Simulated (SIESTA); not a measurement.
The system is C.

```xyz
2
Lattice="0.0000 1.7834 1.7834 1.7834 0.0000 1.7834 1.7834 1.7834 0.0000" Properties=species:S:1:pos:R:3 pbc="T T T"
C     2.6751    2.6751    2.6751
C     1.7834    1.7834    1.7834
```

This isn't the form of C at room conditions, which is graphite.

Program: SIESTA 5.4.2. Alike in all runs: no spin polarisation; cell as given; k mesh 13 × 13 × 13; smearing fermi-dirac 0.05 eV; grid cutoff 500 Ry; energy shift 0.003 Ry.

Task: Order these runs on this cell by their pressure, lowest first.
A. level AM05; potentials or basis PseudoDojo 0.4 standard (PBEsol files), DZP (energy shift 0.003 Ry)
B. level PBEsol; potentials or basis PseudoDojo 0.4 standard (PBEsol files), DZP (energy shift 0.003 Ry)
C. level BLYP; potentials or basis PseudoDojo 0.4 standard (PBE files), DZP (energy shift 0.003 Ry)
D. level vdW-DF-cx; potentials or basis PseudoDojo 0.4 standard (PBE files), DZP (energy shift 0.003 Ry)

Result: A (3.6 GPa), B (5.1 GPa), D (8.4 GPa), C (24.8 GPa).

Caveats: the basis of atomic orbitals isn't converged, which shifts pressures, moduli and gaps; the potentials were made for another functional, which shifts forces and pressure (some runs).

Runs at the PBE level aren't shown here.
